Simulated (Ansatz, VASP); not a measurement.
Two plane-wave programs on Pt

```xyz
1
Lattice="0.0000 1.9299 1.9299 1.9299 0.0000 1.9299 1.9299 1.9299 0.0000" Properties=species:S:1:pos:R:3 pbc="T T T"
Pt    0.0000    0.0000    0.0000
```

Alike in both runs: task single point; functional r2SCAN; k mesh 18 × 18 × 18; occupations gaussian, width 0.1 eV; no spin polarisation.

|  | VASP | Ansatz |
| --- | --- | --- |
| version | VASP 6.6.1 | Ansatz 0.2.0 |
| potentials or method | VASP PAW PBE potentials, release 64 (Pt) | scalar-relativistic, plane waves, PAW |
| plane-wave cutoff (eV) | 520 | 500 |
| valence electrons in the cell | 10 | 18 |

|  | VASP | Ansatz | Ansatz less VASP |
| --- | --- | --- | --- |
| gap on the k mesh at the Fermi level (eV) | none | none | - |
| pressure (GPa) | 20.9 | 19.9 | -1.09 |

A gap of «none» marks a metal or a gap that the smearing closes. The functional is the same, so the differences come from potentials, cutoffs and numerics. The two sets of potentials don't hold the same shells in valence.

Caveats: so large a pressure means that the cell lies far from this level's equilibrium, or that cutoff or potentials fall short (VASP); the potentials were made for another functional, which shifts forces and pressure (VASP). The runs have no spin-orbit coupling, so splittings on Pt are missing.
